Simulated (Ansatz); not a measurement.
# 1T-MgBr2 antidot lattice, bare edges (29 atoms): support functions against a reference, part 2 of 2

Aim: test how closely localised support functions follow the reference on 1T-MgBr2 antidot lattice, bare edges (29 atoms), and at what cost. A setting counts as converged where the r.m.s. difference of forces stays under 1 % of the r.m.s. force.

Ansatz 0.2.0; Kohn-Sham DFT, PBE, PAW (set soft_2), plane waves.

The cell: 11 Mg and 18 Br. Beside vacuum, support functions can miss their usual error bounds without a warning. The main run has no spin polarisation. Sampling is at Γ alone, for a cell whose shortest periodic width is 11 Å.

So far. Step 9 (Another try, on a changed input): The change made on purpose: total_charge = 0.5. Step 10 (Changed: basis.ecutwfc = "29.4 Ry"): Forces differ from the reference by 0.061 meV/Å r.m.s., 0.033 % of their size, well within a tolerance of 1 %; the energy by +0.10 meV/atom.

## Step 12: What the reference run shows (continued)

Valence density in the ab plane at fractional z = 0.499, with atoms of Mg within 0.2 Å of it. It is the smooth field of the valence electrons, not physical close to the nuclei.

Ten steps, logarithmic in the rise over the least value, from '0' (0 e/Å³) to '9' (20 e/Å³), each cell a mean:
```
86100000158841000001687300000037
11000000012110011000111000110001
00000000000000000000000000000000
11000000001110000000111000000001
11012321001100134200111001331001
00037983000001499720000016995100
00026872000000378510000015884100
10001110000000011000010001110000
00000000000000000000000000000000
00000000000000000000000001111000
42000000000000000000243101110013
97200000000000000002798400000038
86200000000000000001687300000037
11000000000000000000111000110001
00000000000000000000000000100000
11000000000000000000111000000001
10013431000000134210111001331000
00037983000000389720000016995100
00026862000000378620000015884100
10001110001100011100010000110000
00000000000000000000000000000000
00001110000000011000000000110000
42000100013310011000243100000013
97200000159951000002798400000048
```
Columns run along a (11.5 Å), rows up along b (13.2 Å). Atoms in or near the plane, at fractional coordinates: Mg at (0.00, 0.00), Mg at (0.16, 0.25), Mg at (0.00, 0.50), Mg at (0.16, 0.75), Mg at (0.33, 0.00), Mg at (0.50, 0.25), Mg at (0.50, 0.75), Mg at (0.67, 0.00), Mg at (0.83, 0.25), Mg at (0.67, 0.50), Mg at (0.83, 0.75).

Mean intrinsic-atomic-orbital charges: Br -0.73, Mg +1.20 e. Within 0.4 eV of the Fermi level the largest share is Mg s (73 % of the projected weight). The potential stands 3.44 eV above the Fermi level over the upper face and 3.44 eV under the lower one, a reading of the work function, with no dipole correction.

## Step 13: Local order

Bonds and neighbours are counted at the geometry of the runs.

Normalised to the volume that the atoms fill. g(r), total and by pair (bins of 0.1 Å):

```csv
r (Å),total,Br-Br,Br-Mg,Mg-Mg
2.55,0.00,0.00,0.00,0.00
2.65,10.30,0.00,21.80,0.00
2.75,0.78,0.00,1.66,0.00
2.85,0.00,0.00,0.00,0.00
2.95,0.00,0.00,0.00,0.00
3.05,0.00,0.00,0.00,0.00
3.15,0.00,0.00,0.00,0.00
3.25,0.00,0.00,0.00,0.00
3.35,0.00,0.00,0.00,0.00
3.45,0.00,0.00,0.00,0.00
3.55,0.00,0.00,0.00,0.00
3.65,0.43,1.12,0.00,0.00
3.75,3.41,7.00,0.00,4.98
3.85,5.83,9.25,0.00,15.80
3.95,0.00,0.00,0.00,0.00
4.05,0.00,0.00,0.00,0.00
4.15,0.00,0.00,0.00,0.00
4.25,0.00,0.00,0.00,0.00
4.35,0.00,0.00,0.00,0.00
4.45,0.00,0.00,0.00,0.00
4.55,0.00,0.00,0.00,0.00
4.65,3.08,0.00,6.54,0.00
4.75,0.13,0.00,0.28,0.00
4.85,0.00,0.00,0.00,0.00
4.95,0.00,0.00,0.00,0.00
5.05,0.00,0.00,0.00,0.00
5.15,0.00,0.00,0.00,0.00
5.25,0.00,0.00,0.00,0.00
5.35,1.02,2.64,0.00,0.00
5.45,0.05,0.13,0.00,0.00
5.55,0.00,0.00,0.00,0.00
5.65,0.00,0.00,0.00,0.00
5.75,0.00,0.00,0.00,0.00
5.85,0.00,0.00,0.00,0.00
5.95,0.73,0.00,1.55,0.00
6.05,3.11,0.00,6.60,0.00
6.15,0.00,0.00,0.00,0.00
6.25,0.00,0.00,0.00,0.00
6.35,0.00,0.00,0.00,0.00
6.45,0.00,0.00,0.00,0.00
6.55,1.78,3.85,0.00,2.10
6.65,1.62,2.40,0.00,4.82
6.75,0.00,0.00,0.00,0.00
6.85,0.00,0.00,0.00,0.00
```

Bonds by pair of elements; cutoffs follow the first minimum of g(r), held within bounds set by covalent radii, and pairs that aren't listed don't count as bonded:

```csv
pair A-B,cutoff (Å),bonds,mean length (Å),spread (Å),shortest (Å),B about A,A about B
Br-Mg,3.12,54,2.67,0.024,2.62,3,4.91
```

How many atoms have how many bonded neighbours:

```csv
element,mean,3,4,6
Br,3,18,0,0
Mg,4.91,0,6,5
```

For some of the pairs, g(r) has its first main peak near 3.78 Å (Br-Br), 2.66 Å (Br-Mg) and 3.82 Å (Mg-Mg). Counting bonds as in the table, all Br atoms have 3 and 55 % of Mg atoms have 4 bonded neighbours.

A closer look about Mg15, picked at random: 14 atoms, nearest first, numbered in the order of the input, with positions taken from that point.

```csv
atom,x,y,z,distance (Å),bonds,intrinsic-atomic-orbital charge (e),Fx,Fy,Fz (eV/Å)
Mg15,0.00,0.00,0.00,0.00,4,0.99,-0.321,-0.337,0.092
Br17,-1.88,1.08,-1.50,2.63,3,-0.75,-0.112,0.103,-0.523
Br29,1.90,1.06,-1.48,2.64,3,-0.73,0.150,-0.114,-0.287
Br16,0.02,2.18,1.49,2.64,3,-0.74,0.015,-0.046,0.353
Br25,1.91,-1.16,1.50,2.69,3,-0.71,0.003,-0.069,0.259
Mg11,-1.90,3.23,0.01,3.74,6,1.41,-0.053,0.299,-0.037
Mg18,1.94,3.27,0.00,3.81,6,1.40,-0.108,0.055,-0.073
Mg27,3.82,-0.05,0.00,3.82,6,1.41,0.010,0.169,0.093
Mg8,-3.83,-0.04,-0.02,3.83,4,0.95,0.472,-0.303,0.084
Mg24,1.93,-3.34,0.00,3.86,4,1.13,-0.218,-0.088,0.018
Br13,-0.01,4.36,-1.52,4.61,3,-0.75,0.045,0.091,-0.117
Br9,-3.80,2.17,1.52,4.63,3,-0.74,-0.037,-0.051,0.175
Br28,3.83,2.18,1.50,4.66,3,-0.70,0.052,-0.070,0.140
Br26,3.84,-2.24,-1.47,4.68,3,-0.75,-0.020,0.002,-0.392
```

The column of bonds counts only the pairs Br-Mg within 3.12 Å; other neighbours, such as metal atoms beside each other in a compound, aren't counted, and periodic images can show an atom twice.

## Step 14: Results

| Item | Value |
| --- | --- |
| free energy per atom | -2458.3921 eV/atom |
| r.m.s. force component | 0.184 eV/Å |
| potential in mid-vacuum, over the Fermi level | 3.44 eV |
| wall time of the 9 DFT runs | 4.4 min |

Against plane waves at 420 eV, the forces differ by 0.35 meV/Å (0.19 %) with support functions medium. At 29 atoms the fastest of the runs at a preset level, support functions low, takes roughly 3.2 times the time of plane waves (whose run also made extra analyses, so the like-for-like ratio is larger), in 12 SCF cycles against 20. Differences between support functions and plane waves include what basis error the plane-wave run still has. As the typed spacing goes from 0.263 to 0.411 Å, the force difference goes from 0.64 to 81 meV/Å, and the time from 43 s to 25 s.

2 levels are partly filled by over 2 % (at Γ alone), and the list of levels jumps by 3.1 eV between -3.92 and -0.84 eV: the Fermi level sits among few, sparse states, as at a band edge, among defect levels or in a metal whose levels bunch into shells on a coarse mesh. The potential stands 3.44 eV above the Fermi level over the upper face and 3.44 eV under the lower one, a reading of the work function, with no dipole correction. Counting bonds as in the table, all Br atoms have 3 and 55 % of Mg atoms have 4 bonded neighbours.

Caveats: The geometry was built by rule, was displaced at random and isn't relaxed at this level: its force components are 0.18 eV/Å r.m.s.

[Logs are printed without paths, hosts, clocks, repeated set-up lines and the standing remarks that a program may print on its own settings, such as how far it seeks lower states.]

[Hosts, paths, dates, database ids (printed as entryN), source tags and the programs' standing remarks are cut or masked in the printed files.]
